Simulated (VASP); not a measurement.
Level of theory: SCAN meta-GGA, VASP's PBE PAW potentials (set 64) (plane waves; VASP).

VASP ran on this input.

File POSCAR:
```
MgF2
1.0
  4.6801053091   0.0000000000   0.0000000000
  0.0000000000   4.6801053091   0.0000000000
  0.0000000000   0.0000000000   3.0869733218
Mg F
2 4
Cart
  0.0000000000   0.0000000000   0.0000000000
  2.3400526545   2.3400526545   1.5434866609
  1.4176227604   1.4176227604   0.0000000000
  3.7576754149   0.9224298942   1.5434866609
  0.9224298942   3.7576754149   1.5434866609
  3.2624825487   3.2624825487   0.0000000000
```

**INCAR**
```
SYSTEM  =  MgF2
PREC  =  Accurate; ENCUT  =  520; LREAL  =  .False.
LASPH  =  .True.
EDIFF  =  1E-7; NELM  =  100; ALGO  =  Normal
LMIXTAU  =  .True.
ISMEAR  =  0; SIGMA  =  0.05
METAGGA  =  SCAN
IBRION  =  2; NSW  =  30; ISIF  =  4
EDIFFG  =  -0.01
LWAVE  =  .False.; LCHARG  =  .False.
```

File KPOINTS:
```
Automatic
0
gamma
 5 5 7
```

POTCAR, in this order: Mg F (PBE.64 set). Program: vasp_std.

The run wrote:

**OSZICAR**
```
       N       E                     dE             d eps       ncg     rms          rms(c)
DAV:   1     0.193128471662E+03    0.19313E+03   -0.18694E+04   984   0.154E+03
DAV:   2    -0.478944531278E+02   -0.24102E+03   -0.23367E+03  1244   0.353E+02
DAV:   3    -0.585057087165E+02   -0.10611E+02   -0.10580E+02  1124   0.771E+01
DAV:   4    -0.585678922245E+02   -0.62184E-01   -0.62167E-01  1104   0.673E+00
DAV:   5    -0.585682274661E+02   -0.33524E-03   -0.33523E-03  1120   0.514E-01    0.922E+00
DAV:   6    -0.483981409670E+02    0.10170E+02   -0.48044E+00  1000   0.151E+01    0.270E+00
DAV:   7    -0.464096885556E+02    0.19885E+01   -0.25073E+00  1016   0.187E+01    0.237E+00
DAV:   8    -0.463769681804E+02    0.32720E-01   -0.23184E-02  1116   0.182E+00    0.218E+00
DAV:   9    -0.461666491366E+02    0.21032E+00   -0.90652E-01   976   0.102E+01    0.230E+00
DAV:  10    -0.469159368490E+02   -0.74929E+00   -0.10787E+00   960   0.960E+00    0.106E-01
DAV:  11    -0.468404327712E+02    0.75504E-01   -0.11214E-02  1128   0.997E-01    0.181E-01
DAV:  12    -0.469233622820E+02   -0.82930E-01   -0.23212E-02   972   0.209E+00    0.575E-02
DAV:  13    -0.470006215727E+02   -0.77259E-01   -0.21777E-02   960   0.189E+00    0.990E-02
DAV:  14    -0.470063446877E+02   -0.57231E-02   -0.16102E-03  1108   0.509E-01    0.858E-02
DAV:  15    -0.470065939791E+02   -0.24929E-03   -0.58943E-04   976   0.272E-01    0.250E-02
DAV:  16    -0.470065371151E+02    0.56864E-04   -0.99707E-05   976   0.153E-01    0.826E-03
DAV:  17    -0.470065311672E+02    0.59479E-05   -0.31658E-05   984   0.816E-02    0.109E-02
DAV:  18    -0.470065431543E+02   -0.11987E-04   -0.37152E-06  1028   0.266E-02    0.984E-03
DAV:  19    -0.470065470413E+02   -0.38870E-05   -0.48882E-06  1004   0.240E-02    0.270E-03
DAV:  20    -0.470065490163E+02   -0.19750E-05   -0.15904E-06   968   0.172E-02    0.114E-03
DAV:  21    -0.470065489507E+02    0.65585E-07   -0.16950E-07   708   0.490E-03
   1 F= -.47006549E+02 E0= -.47006549E+02  d E =-.470065E+02
       N       E                     dE             d eps       ncg     rms          rms(c)
DAV:   1    -0.470077603890E+02   -0.12114E-02   -0.49147E-01   960   0.661E+00    0.213E-01
DAV:   2    -0.470074619645E+02    0.29842E-03   -0.13039E-02   960   0.102E+00    0.124E-01
DAV:   3    -0.470075259687E+02   -0.64004E-04   -0.18230E-03   976   0.580E-01    0.490E-02
DAV:   4    -0.470075744280E+02   -0.48459E-04   -0.10612E-03   960   0.469E-01    0.753E-03
DAV:   5    -0.470077308135E+02   -0.15639E-03   -0.81906E-04   968   0.409E-01    0.740E-03
DAV:   6    -0.470077837745E+02   -0.52961E-04   -0.13505E-04   984   0.167E-01    0.475E-03
DAV:   7    -0.470078002710E+02   -0.16497E-04   -0.16706E-05   988   0.530E-02    0.758E-04
DAV:   8    -0.470078010259E+02   -0.75489E-06   -0.40857E-06  1016   0.263E-02    0.573E-04
DAV:   9    -0.470078012459E+02   -0.22000E-06   -0.58109E-07  1008   0.104E-02    0.414E-04
DAV:  10    -0.470078013378E+02   -0.91895E-07   -0.54406E-08   648   0.317E-03
   2 F= -.47007801E+02 E0= -.47007801E+02  d E =-.125239E-02
       N       E                     dE             d eps       ncg     rms          rms(c)
DAV:   1    -0.470081538920E+02   -0.35265E-03   -0.63337E-01   960   0.750E+00    0.242E-01
DAV:   2    -0.470077685495E+02    0.38534E-03   -0.16744E-02   960   0.116E+00    0.141E-01
DAV:   3    -0.470078539139E+02   -0.85364E-04   -0.23338E-03   976   0.655E-01    0.557E-02
DAV:   4    -0.470079096772E+02   -0.55763E-04   -0.13662E-03   960   0.532E-01    0.857E-03
DAV:   5    -0.470081182321E+02   -0.20855E-03   -0.10787E-03   968   0.469E-01    0.848E-03
DAV:   6    -0.470081957810E+02   -0.77549E-04   -0.18322E-04   968   0.194E-01    0.540E-03
DAV:   7    -0.470082181187E+02   -0.22338E-04   -0.21794E-05   996   0.608E-02    0.829E-04
DAV:   8    -0.470082195397E+02   -0.14209E-05   -0.51963E-06  1016   0.298E-02    0.632E-04
DAV:   9    -0.470082198094E+02   -0.26978E-06   -0.74995E-07  1000   0.117E-02    0.462E-04
DAV:  10    -0.470082199198E+02   -0.11039E-06   -0.68754E-08   668   0.357E-03    0.336E-04
DAV:  11    -0.470082199885E+02   -0.68625E-07   -0.11092E-08   524   0.121E-03
   3 F= -.47008220E+02 E0= -.47008220E+02  d E =-.167104E-02
```

### OUTCAR
```
------------------------ aborting loop because EDIFF is reached ----------------------------------------
  FORCE on cell =-STRESS in cart. coord.  units (eV):
  Direction    XX          YY          ZZ          XY          YZ          ZX
  --------------------------------------------------------------------------------------
  Total       -2.3981690     -2.3981690     -2.3919187     -0.0000000      0.0000000      0.0000000
  in kB      -56.8258894    -56.8258894    -56.6777861     -0.0000000      0.0000000      0.0000000
  external PRESSURE =     -56.7765216 kB  Pullay stress =       0.0000000 kB
  volume of cell :       67.62
      direct lattice vectors                 reciprocal lattice vectors
     4.689080557  0.000000000  0.000000000     0.213261425  0.000000000  0.000000000
     0.000000000  4.689080557  0.000000000    -0.000000000  0.213261425  0.000000000
     0.000000000  0.000000000  3.075167239     0.000000000  0.000000000  0.325185566
 POSITION                                       TOTAL-FORCE (eV/Angst)
 -----------------------------------------------------------------------------------
      0.00000      0.00000      0.00000        -0.000000     -0.000000     -0.000000
      2.34454      2.34454      1.53758        -0.000000     -0.000000     -0.000000
      1.42579      1.42579      0.00000        -0.003772     -0.003772      0.000000
      3.77033      0.91875      1.53758        -0.003772      0.003772     -0.000000
      0.91875      3.77033      1.53758         0.003772     -0.003772     -0.000000
      3.26329      3.26329      0.00000         0.003772      0.003772     -0.000000
 -----------------------------------------------------------------------------------
    total drift:                                0.000000      0.000000      0.000000
  FREE ENERGIE OF THE ION-ELECTRON SYSTEM (eV)
  ---------------------------------------------------
  free  energy   TOTEN  =       -47.0082199885 eV

  energy  without entropy=      -47.0082199885  energy(sigma->0) =      -47.00821999

 reached required accuracy - stopping structural energy minimisation
```
(Selected blocks of OUTCAR.)

CONTCAR:
```
MgF2
   1.00000000000000
     4.6890805572505956    0.0000000000000000    0.0000000000000000
     0.0000000000000000    4.6890805572505956    0.0000000000000000
     0.0000000000000000    0.0000000000000000    3.0751672394548653
  Mg              F
     2     4
Direct
     0.0000000000000000    0.0000000000000000    0.0000000000000000
     0.5000000000000000    0.5000000000000000    0.5000000000000000
     0.3040652089827377    0.3040652089827377    0.0000000000000000
     0.8040652089827377    0.1959347910172622    0.5000000000000000
     0.1959347910172622    0.8040652089827377    0.5000000000000000
     0.6959347910172623    0.6959347910172623    0.0000000000000000
```

The compound is MgF2 in the rutile structure. This cell is one point of a volume scan, at 1.06 of the reference volume. Symmetry was kept, so distortions that lower it aren't found.
